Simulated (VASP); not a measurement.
Here is a VASP 6.6.1 calculation.

Contents of INCAR:

```
SYSTEM = Sb
PREC = Accurate
ENCUT = 600
EDIFF = 1E-7
ISMEAR = 1
SIGMA = 0.1
LREAL = .False.
LASPH = .True.
NELM = 80
ALGO = Normal
ISIF = 3
LWAVE = .False.
LCHARG = .False.
GGA = PE
IVDW = 12
IBRION = 2
NSW = 90
EDIFFG = -0.005
```

Contents of KPOINTS:

```
Automatic mesh
0
Gamma
  10 10 10
  0 0 0
```

POSCAR

```
Sb                                      
1.0
    2.1624919386      1.2485153029      3.6776869528
   -2.1624919386      1.2485153029      3.6776869528
    0.0000000000     -2.4970306058      3.6776869528
  Sb            
     2
Direct
     0.2365032212386784    0.2365032212386784    0.2365032212386784
     0.7634967787613215    0.7634967787613215    0.7634967787613215
```

Potentials or basis: VASP PAW PBE potentials, release 64 (Sb).

Command:

```sh
$ cat potpaw_PBE.64/Sb/POTCAR > POTCAR
$ mpirun -np 1 vasp_std > vasp.out
```

Q: What does it give for the dispersion energy per atom?

A: -0.480 eV.

Q: Estimate the band gap on the k mesh.

A: None (metal or under the smearing width).

Q: What does it give for the relaxed cell?

A: a = 4.444 Å, b = 4.444 Å, c = 4.444 Å, α = 58.22°, β = 58.22°, γ = 58.22°.

Q: Predict the space group after relaxing (to 0.05 Å).

A: R-3m (No. 166).

Final structure:
```
Sb
1.0
     2.16208    1.24828    3.67680
    -2.16208    1.24828    3.67680
     0.00000   -2.49656    3.67680
Sb
2
Direct
  0.23648 0.23648 0.23648
  0.76352 0.76352 0.76352
```

 The run has no spin-orbit coupling, so splittings on Sb are missing.
